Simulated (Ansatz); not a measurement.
**Deforming SrO**

```yaml
crystal:
  lattice:
    - [0.00000, 2.56980, 2.56980]
    - [2.56980, 0.00000, 2.56980]
    - [2.56980, 2.56980, 0.00000]
  atoms:
    - { symbol: Sr, position: [0.00000, 0.00000, 0.00000] }
    - { symbol: O, position: [0.50000, 0.50000, 0.50000] }
```

Atom numbers follow the list: Sr1, O2.

The cell is COD entry 1100027, as deposited and not checked against the literature; nothing was relaxed. It is an old determination, and later ones may differ.

Theory: DFT, PBEsol, all-electron PAW with datasets made for the crystal, scalar-relativistic (Ansatz 0.2.0).

The runs use a Γ-centred 8×8×8 k mesh, Fermi–Dirac smearing of 0.03 eV, cutoff 300 eV (chosen by the program for this cell), no spin polarisation.

The unchanged cell is at -0.92 GPa.

Semilocal functionals give too small gaps.

x, y and z are the Cartesian axes of the cell as listed; fractional coordinates follow a strain, and an engineering shear is twice the off-diagonal strain component.

Vzz stands for the principal value of largest size of the field-gradient tensor, whatever its axis.

Spin–orbit coupling is left out, which moves gradients at and beside heavy atoms by some per cent and at worst by a factor of two.

(1) With this change (equal xy, yz and zx engineering shear strains of -2 %), what becomes of the energy and stress and field gradients and gap?

(2) With this change (equal xy, yz and zx engineering shear strains of -1 %), what becomes of the energy and stress and field gradients and gap?

(3) With this change (equal xy, yz and zx engineering shear strains of +1 %), what becomes of the energy and stress and field gradients and gap?

With equal xy, yz and zx engineering shear strains of +2 %: energy change +4 meV/atom; stress change (xx, yy, zz, yz, xz, xy) -0.01, -0.01, -0.01, -1.16, -1.16, -1.16 GPa, compression positive; Vzz in 10²¹ V/m²: Sr1 0 → -1.51 (η = 0.00), O2 0 → 0.21 (η = 0.00); gap on the k mesh 3.20 → 3.17 eV.

Results:

(1) Energy change +3 meV/atom; stress change (xx, yy, zz, yz, xz, xy) -0.01, -0.01, -0.01, 1.04, 1.04, 1.04 GPa, compression positive; Vzz in 10²¹ V/m²: Sr1 0 → 1.47 (η = 0.00), O2 0 → -0.17 (η = 0.00); gap on the k mesh 3.20 → 3.15 eV.

(2) Energy change under 1 meV/atom; stress change (xx, yy, zz, yz, xz, xy) 0.00, 0.00, 0.00, 0.53, 0.53, 0.53 GPa, compression positive; Vzz in 10²¹ V/m²: Sr1 0 → 0.74 (η = 0.00), O2 0 → -0.09 (η = 0.00); gap on the k mesh 3.20 → 3.18 eV.

(3) Energy change under 1 meV/atom; stress change (xx, yy, zz, yz, xz, xy) 0.00, 0.00, 0.00, -0.56, -0.56, -0.56 GPa, compression positive; Vzz in 10²¹ V/m²: Sr1 0 → -0.75 (η = 0.00), O2 0 → 0.10 (η = 0.00); gap on the k mesh 3.20 → 3.19 eV.
